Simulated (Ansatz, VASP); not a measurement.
This is a calculation of PbO (Litharge) for VASP 6.6.1.

The input INCAR:

```
PREC = Accurate ; ENCUT = 520
EDIFF = 1E-6 ; ISMEAR = -1
SIGMA = 0.05 ; LREAL = F
LASPH = T ; NELM = 80
ALGO = Normal ; ISIF = 2
LWAVE = F ; LCHARG = F
GGA = PS ; NBANDS = 28
```

File KPOINTS:

```
regular mesh
0
Gamma
  7 7 6
```

File POSCAR:

```
PbO
1.0
    3.9900000000      0.0000000000      0.0000000000
    0.0000000000      3.9900000000      0.0000000000
    0.0000000000      0.0000000000      5.0100000000
Pb O
2 2
Direct
    0.5000000000      0.0000000000      0.7600000000
    0.0000000000      0.5000000000      0.2400000000
    0.5000000000      0.5000000000      0.0000000000
    0.0000000000      0.0000000000      0.0000000000
```

Potentials or basis: VASP PAW PBE potentials, release 64 (Pb_d, O).

Command:

```bash
$ cat potpaw_PBE.64/Pb_d/POTCAR potpaw_PBE.64/O/POTCAR > POTCAR
$ mpirun -np 1 vasp_std > vasp.out
```

Set up the same calculation for Ansatz 0.2.0. Potentials there: Ansatz PAW.

As run (the cutoff follows the program's own potentials):

input.yaml

```yaml
crystal:
  lattice:
    - [3.99, 0.0, 0.0]
    - [0.0, 3.99, 0.0]
    - [0.0, 0.0, 5.01]
  atoms:
    - { symbol: Pb, position: [0.5, 0.0, 0.76] }
    - { symbol: Pb, position: [0.0, 0.5, 0.24] }
    - { symbol: O, position: [0.5, 0.5, 0.0] }
    - { symbol: O, position: [0.0, 0.0, 0.0] }
hamiltonian:
  xc: pbesol
  pseudopotentials: { kind: paw }
kpoints:
  mp_grid: { grid: [7, 7, 6] }
scf:
  occupations: { method: fermi_dirac, width: 0.05 }
output:
  forces: true
  stress: true
  eigenvalues: true
```

Potentials or basis: Ansatz PAW.

Launch:

```bash
$ ansatz run input.yaml --threads 1 --pin off --max-ram 3584MiB --backend cpu --events-out ev --progress --plain --runs-dir out
```

Both were run:

|  | VASP | Ansatz | Ansatz less VASP |
| --- | --- | --- | --- |
| gap on the k mesh at the Fermi level (eV) | 1.37 | 1.36 | -0.007 |
| least direct gap on the mesh (eV) | 2.29 | 2.30 | +0.015 |
| pressure (GPa) | -0.8 | -0.9 | -0.08 |
| largest component of the traceless stress (GPa) | 0.26 | 0.25 | -0.012 |
| rms of the force components (eV/Å) | 0.117 | 0.134 | +0.0169 |

Atom by atom the forces differ by 0.017 eV/Å (rms over components).

Caveats: spin-orbit coupling is left out, which as a rule narrows the gap of such compounds by several tenths of an eV; the PAW data sets were made with another functional, which shifts forces and pressure a little (VASP); an odd mesh through Γ misses points on the zone boundary, where band edges often lie (VASP); odd divisions of the mesh miss points on the zone boundary, where band edges often lie, so the gap on the mesh can be too wide (Ansatz); the pressure holds a Pulay correction of +0.3 GPa for the finite cutoff (Ansatz); the PAW data sets come from PBE, with cores solved anew for the run's functional, which leaves a small shift of forces and pressure (Ansatz).
